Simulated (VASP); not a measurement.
Method: rev-vdW-DF2, VASP's PBE PAW potentials (set 64) (plane waves; VASP).

The input files of a VASP run:

**POSCAR**
```
CaF2
1
    0.0000000000     2.6773483824     2.6773483824
    2.6773483824     0.0000000000     2.6773483824
    2.6773483824     2.6773483824     0.0000000000
Ca F
1 2
Direct
  0.0000000000   0.0000000000   0.0000000000
  0.2500000000   0.2500000000   0.2500000000
  0.7500000000   0.7500000000   0.7500000000
```

**KPOINTS**
```
Automatic mesh
0
Gamma
7 7 7
0 0 0
```

INCAR:
```
SYSTEM = CaF2
LWAVE = .False.
SIGMA = 0.05   ! width (eV)
AGGAC = 0.0
ISIF = 2   ! forces and stress, cell fixed
PREC = Accurate
ALGO = Normal   ! blocked Davidson
ZAB_VDW = -1.8867
NELM = 100   ! most electronic steps
LUSE_VDW = .True.
PARAM2 = 0.7114
LREAL = .False.   ! projection in real space or not
LCHARG = .False.
ISMEAR = 0   ! Gaussian
GGA = MK
LASPH = .True.   ! aspherical one-centre terms
EDIFF = 1E-7
PARAM1 = 0.1234568
ENCUT = 520   ! plane-wave cut-off (eV)
```

POTCAR, in this order: Ca_sv F (PBE.64 set). Program: vasp_std.

Output

File OSZICAR:
```
       N       E                     dE             d eps       ncg     rms          rms(c)
DAV:   1     0.231430973113E+03    0.23143E+03   -0.14158E+04   640   0.154E+03
DAV:   2    -0.433200371226E+01   -0.23576E+03   -0.23094E+03   816   0.395E+02
DAV:   3    -0.131898053771E+02   -0.88578E+01   -0.88527E+01   704   0.878E+01
DAV:   4    -0.135126055456E+02   -0.32280E+00   -0.32271E+00  1096   0.130E+01
DAV:   5    -0.135151866976E+02   -0.25812E-02   -0.25811E-02   704   0.119E+00    0.793E+00
DAV:   6    -0.121911414037E+02    0.13240E+01   -0.69604E+00   664   0.192E+01    0.300E+00
DAV:   7    -0.121758256521E+02    0.15316E-01   -0.17820E-01   840   0.393E+00    0.162E+00
DAV:   8    -0.121715167148E+02    0.43089E-02   -0.27721E-02   728   0.212E+00    0.175E-01
DAV:   9    -0.121725447876E+02   -0.10281E-02   -0.49043E-03   936   0.553E-01    0.120E-01
DAV:  10    -0.121727505069E+02   -0.20572E-03   -0.32419E-04   672   0.174E-01    0.309E-02
DAV:  11    -0.121727438600E+02    0.66470E-05   -0.69871E-05   880   0.857E-02    0.858E-03
DAV:  12    -0.121727448035E+02   -0.94354E-06   -0.79148E-06   856   0.268E-02    0.205E-03
DAV:  13    -0.121727448756E+02   -0.72079E-07   -0.12433E-06   896   0.877E-03    0.221E-03
DAV:  14    -0.121727447075E+02    0.16806E-06   -0.33040E-07   744   0.570E-03    0.355E-04
DAV:  15    -0.121727447095E+02   -0.19704E-08   -0.99674E-09   416   0.107E-03
   1 F= -.12172745E+02 E0= -.12172745E+02  d E =-.229962E-15
```

OUTCAR:
```
------------------------ aborting loop because EDIFF is reached ----------------------------------------
  FORCE on cell =-STRESS in cart. coord.  units (eV):
  Direction    XX          YY          ZZ          XY          YZ          ZX
  --------------------------------------------------------------------------------------
  Total        1.4038728      1.4038728      1.4038728     -0.0000000     -0.0000000     -0.0000000
  in kB       58.5994706     58.5994706     58.5994706     -0.0000000     -0.0000000     -0.0000000
  external PRESSURE =      58.5994706 kB  Pullay stress =       0.0000000 kB
  volume of cell :       38.38
      direct lattice vectors                 reciprocal lattice vectors
     0.000000000  2.677348382  2.677348382    -0.186751938  0.186751938  0.186751938
     2.677348382  0.000000000  2.677348382     0.186751938 -0.186751938  0.186751938
     2.677348382  2.677348382  0.000000000     0.186751938  0.186751938 -0.186751938
 POSITION                                       TOTAL-FORCE (eV/Angst)
 -----------------------------------------------------------------------------------
      0.00000      0.00000      0.00000         0.000000      0.000000      0.000000
      1.33867      1.33867      1.33867        -0.000000     -0.000000      0.000000
      4.01602      4.01602      4.01602         0.000000      0.000000     -0.000000
 -----------------------------------------------------------------------------------
    total drift:                                0.000000      0.000000      0.000000
  FREE ENERGIE OF THE ION-ELECTRON SYSTEM (eV)
  ---------------------------------------------------
  free  energy   TOTEN  =       -12.1727447095 eV

  energy  without entropy=      -12.1727447095  energy(sigma->0) =      -12.17274471
```
(Selected blocks of OUTCAR.)

The compound is CaF2 in the fluorite structure. This cell is one point of a volume scan, at 0.94 of the reference volume.
